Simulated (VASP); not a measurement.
Runs of VASP 6.6.1 on C. Symmetry: P6_3/mmc, No. 194, hexagonal system. The conventional cell has a = 4.458 Å, b = 4.458 Å, c = 2.531 Å, α = 90.00°, β = 90.00°, γ = 120.00°. Around C (site symmetry mm2) lie 4 C at 1.50 to 1.53 Å. The cell was built by a generator and needn't be a form met in nature.

| task | cell | k mesh | cutoff (eV) | smearing | gap on the mesh (eV) | pressure (GPa) | relaxed volume (Å³/atom) | largest force (eV/Å) |
| --- | --- | --- | --- | --- | --- | --- | --- | --- |
| relaxation of cell and atoms | relaxed | 9 × 9 × 10 | 600 | gaussian 0.02 eV | 2.25 | -0.1 | 7.26 | 0.01 |
| single point | P6_3/mmc, 7.26 Å³/atom | 6 × 6 × 6 | 520 | gaussian 0.1 eV | 2.28 | (a) | - | (b) |
| relaxation of cell and atoms | relaxed | 6 × 6 × 6 | 600 | gaussian 0.1 eV | 2.26 | -0.1 | (c) | - |
| single point | P6_3/mmc, 7.25 Å³/atom | 9 × 9 × 10 | 520 | gaussian 0.02 eV | 2.27 | 0.6 | - | 0.04 |
| single point | P6_3/mmc, 7.54 Å³/atom | 6 × 6 × 6 | 520 | gaussian 0.1 eV | 2.16 | -2.7 | - | 4.53 |

Alike in all rows: level PBE; potentials or basis VASP PAW PBE potentials, release 64 (C); no spin polarisation.

Problem. Estimate the missing entries.

Solution. (a) 0.3; (b) 0.05; (c) 7.25.

Caveats: an odd mesh through Γ misses points on the zone boundary, where band edges often lie (some runs); forces of over 1 eV/Å show positions far from the minimum, so gaps and moduli don't describe the material at rest (some runs).
